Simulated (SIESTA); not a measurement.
Crystal: SrCl2.

```
CELL_PARAMETERS angstrom
0.00000 3.48835 3.48835
3.48835 0.00000 3.48835
3.48835 3.48835 0.00000
ATOMIC_POSITIONS crystal
Sr 0.00000 0.00000 0.00000
Cl 0.75000 0.75000 0.75000
Cl 0.25000 0.25000 0.25000
```

Base run:

- Program: SIESTA 5.4.2
- Functional: vdW-DF-cx
- Potentials or basis: PseudoDojo 0.4 standard (PBE files)
- Basis: DZP (energy shift 0.003 Ry; two zetas on semicore shells; d shell added on Sr)
- Grid cutoff: 800 Ry
- Energy shift: 0.003 Ry
- k mesh: 7 × 7 × 7
- Occupations: fermi-dirac, width 0.05 eV
- Spin: no spin polarisation

Its results: band gap on the k mesh 5.46 eV, indirect (least direct gap 5.77 eV); pressure -0.3 GPa.

Task: The run is repeated on the same cell with these changes: functional from vdW-DF-cx to BLYP. What comes out?

Result: Band gap on the k mesh 5.55 eV, indirect (least direct gap 5.77 eV); pressure 3.1 GPa.

Caveats: the potentials were made for another functional, which shifts forces and pressure; the basis of atomic orbitals isn't converged, which shifts pressures, moduli and gaps.

A k mesh can miss the band edges.
